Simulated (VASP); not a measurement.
Wanted: the native input for a VASP 6.6.1 run.

* Task: single point
* Functional: r2SCAN
* Potentials or basis: VASP PAW PBE potentials, release 64 (Pt, S)
* Cutoff: 520 eV
* k mesh: 8 × 8 × 8
* Occupations: gaussian, width 0.01 eV
* Spin: no spin polarisation
* Dipole correction: no
* Further INCAR settings: ALGO = Normal; EDIFF = 1e-06; NBANDS = 18

Crystal: PtS2.

```
Pt S
1.0
     1.66952    0.96390    5.22591
    -1.66952    0.96390    5.22591
     0.00000   -1.92779    5.22591
Pt S
1 2
Direct
  0.00000 0.00000 0.00000
  0.24863 0.24863 0.24863
  0.75137 0.75137 0.75137
```

The cell was built by a generator and needn't be a form met in nature.

The cell isn't the ideal one: hydrostatic strain -5.4%.

These files were run (other wordings do the same):

POSCAR

```
PtS2
1.0
    1.6695158750      0.9638954399      5.2259063274
   -1.6695158750      0.9638954399      5.2259063274
    0.0000000000     -1.9277908797      5.2259063274
Pt S
1 2
Direct
    0.0000000000      0.0000000000      0.0000000000
    0.2486279915      0.2486279915      0.2486279915
    0.7513720085      0.7513720085      0.7513720085
```

INCAR.step1

```
PREC     = Accurate       # precision mode
ENCUT    = 520            # plane-wave cutoff, eV
ISMEAR   = 0              # smearing method
SIGMA    = 0.01           # smearing width, eV
LREAL    = F              # projectors in reciprocal space
LASPH    = T              # aspherical terms in the spheres
NELM     = 100            # most SCF steps
NBANDS   = 18             # bands
GGA      = PE             # functional
ALGO     = Normal         # electronic algorithm
EDIFF    = 1E-4           # SCF threshold, eV
LWAVE    = T              # write WAVECAR
LCHARG   = F              # write CHGCAR
```

INCAR.step2

```
PREC     = Accurate       # precision mode
ENCUT    = 520            # plane-wave cutoff, eV
EDIFF    = 1E-6           # SCF threshold, eV
ISMEAR   = 0              # smearing method
SIGMA    = 0.01           # smearing width, eV
LREAL    = F              # projectors in reciprocal space
LASPH    = T              # aspherical terms in the spheres
NELM     = 100            # most SCF steps
ALGO     = Normal         # electronic algorithm
ISIF     = 2              # what is computed and relaxed
LWAVE    = F              # write WAVECAR
LCHARG   = F              # write CHGCAR
METAGGA  = R2SCAN         # meta-GGA
LMIXTAU  = T            
NBANDS   = 18             # bands
ISTART   = 1
```

KPOINTS

```
regular mesh
0
Gamma
  8 8 8
```

Potentials or basis: VASP PAW PBE potentials, release 64 (Pt, S).

Command:

```console
$ cat potpaw_PBE.64/Pt/POTCAR potpaw_PBE.64/S/POTCAR > POTCAR
$ cp INCAR.step1 INCAR
$ mpirun -np 1 vasp_std > vasp.out
$ cp INCAR.step2 INCAR
$ mpirun -np 1 vasp_std > vasp.out
```

It gave:

```
Pressure               : 16.6 GPa
Largest force          : 0.045 eV/Å
Band gap on the k mesh : 0.43 eV, indirect (least direct gap 1.12 eV)
```

Caveat: so large a pressure means that the cell lies far from this level's equilibrium, or that cutoff or potentials fall short; the potentials were made for another functional, which shifts forces and pressure; spin-orbit coupling is left out, which moves the levels of the heavy elements.

Run time: 6.5 min on 1 thread of Intel(R) Xeon(R) Platinum 8259CL CPU @ 2.50GHz (Skylake/Cascade Lake), with other jobs on the host, peak memory 0.31 GiB.
